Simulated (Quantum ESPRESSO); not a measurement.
A run of Quantum ESPRESSO 7.5 is set up as follows.

Contents of pw.in:

```
&CONTROL
  calculation = 'scf'
  prefix = 'pwscf'
  outdir = './tmp'
  pseudo_dir = './pseudo'
  tprnfor = .true.
  tstress = .true.
  disk_io = 'low'
/
&SYSTEM
  ibrav = 0
  celldm(1) = 8
  nat = 6
  ntyp = 2
  ecutwfc = 56
  ecutrho = 448
  nbnd = 61
  occupations = 'smearing'
  smearing = 'fd'
  degauss = 0.00367493
  nspin = 2
  starting_magnetization(1) = 0
  starting_magnetization(2) = 0.1875
/
&ELECTRONS
  conv_thr = 1.2d-09
  electron_maxstep = 120
  mixing_beta = 0.3
/
ATOMIC_SPECIES
Ge    72.6300 ge_pbesol_v1.4.uspp.F.UPF
Fe    55.8450 fe_pbesol_v1.5.uspp.F.UPF
CELL_PARAMETERS alat
  1.1805124618065   0.0000000000000   0.0000000000000
 -0.5902562309033   1.0223537814049   0.0000000000000
  0.0000000000000   0.0000000000000   0.9722077182275
ATOMIC_POSITIONS crystal
Ge     0.6666666667    0.3333333333    0.5000000000
Ge     0.3333333333    0.6666666667    0.5000000000
Ge     0.0000000000    0.0000000000    0.0000000000
Fe     0.0000000000    0.5000000000    0.0000000000
Fe     0.5000000000    0.5000000000    0.0000000000
Fe     0.5000000000    0.0000000000    0.0000000000
K_POINTS automatic
6 6 7 0 0 0
```

The input pp_density.in:

```
&INPUTPP
  prefix = 'pwscf'
  outdir = './tmp'
  filplot = 'density.dat'
  plot_num = 0
/
&PLOT
  nfile = 1
  filepp(1) = 'density.dat'
  iflag = 3
  output_format = 6
  fileout = 'density.cube'
/
```

File pp_potential.in:

```
&INPUTPP
  prefix = 'pwscf'
  outdir = './tmp'
  filplot = 'potential.dat'
  plot_num = 11
/
&PLOT
  nfile = 1
  filepp(1) = 'potential.dat'
  iflag = 3
  output_format = 6
  fileout = 'potential.cube'
/
```

Contents of pp_spin.in:

```
&INPUTPP
  prefix = 'pwscf'
  outdir = './tmp'
  filplot = 'spin.dat'
  plot_num = 6
/
&PLOT
  nfile = 1
  filepp(1) = 'spin.dat'
  iflag = 3
  output_format = 6
  fileout = 'spin.cube'
/
```

Potentials or basis: GBRV 1.5 PBEsol.

Run with:

```bash
$ OMP_NUM_THREADS=1 mpirun -n 2 pw.x -nk 2 -in pw.in > pw.out
$ OMP_NUM_THREADS=1 mpirun -n 1 pp.x -in pp_density.in > pp_density.out
$ OMP_NUM_THREADS=1 mpirun -n 1 pp.x -in pp_potential.in > pp_potential.out
$ OMP_NUM_THREADS=1 mpirun -n 1 pp.x -in pp_spin.in > pp_spin.out
```

(1) Estimate the pressure.

(2) What does it give for the site moments?

(3) Predict the band gap on the k mesh.

(4) What does it give for the absolute moment?

## Answers

(1) -10.0 GPa.

(2) Ge -0.05, -0.07; Fe +1.55 μB.

(3) none (metal or under the smearing width).

(4) 5.09 μB per cell.
